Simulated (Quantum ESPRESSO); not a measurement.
MoS2:

```
Mo S
1.0
     1.58000    0.91221    6.15000
    -1.58000    0.91221    6.15000
     0.00000   -1.82443    6.15000
Mo S
1 2
Direct
  0.00000 0.00000 0.00000
  0.41700 0.41700 0.41700
  0.25000 0.25000 0.25000
```

Measurements of this composition are mostly on another form, of space group No. 194.

Base run:

| Quantity | Value |
| --- | --- |
| Program | Quantum ESPRESSO 7.5 |
| Functional | LDA |
| Potentials or basis | GBRV 1.5 LDA |
| Cutoff | 612 eV |
| Density cutoff | 4898 eV |
| k mesh | 10 × 10 × 10 |
| Occupations | fermi-dirac, width 0.05 eV |
| Spin | no spin polarisation |

Its results: band gap on the k mesh 0.88 eV, indirect (least direct gap 1.96 eV); pressure -2.6 GPa; largest force 0.087 eV/Å.

**Question.** The run is repeated on the same cell with these changes: functional from LDA to PBEsol; potentials or basis from GBRV 1.5 LDA to GBRV 1.5 PBEsol. What comes out?

**Answer.** Band gap on the k mesh 0.91 eV, indirect (least direct gap 1.96 eV); pressure 0.0 GPa; largest force 0.242 eV/Å.

A k mesh can miss the band edges.
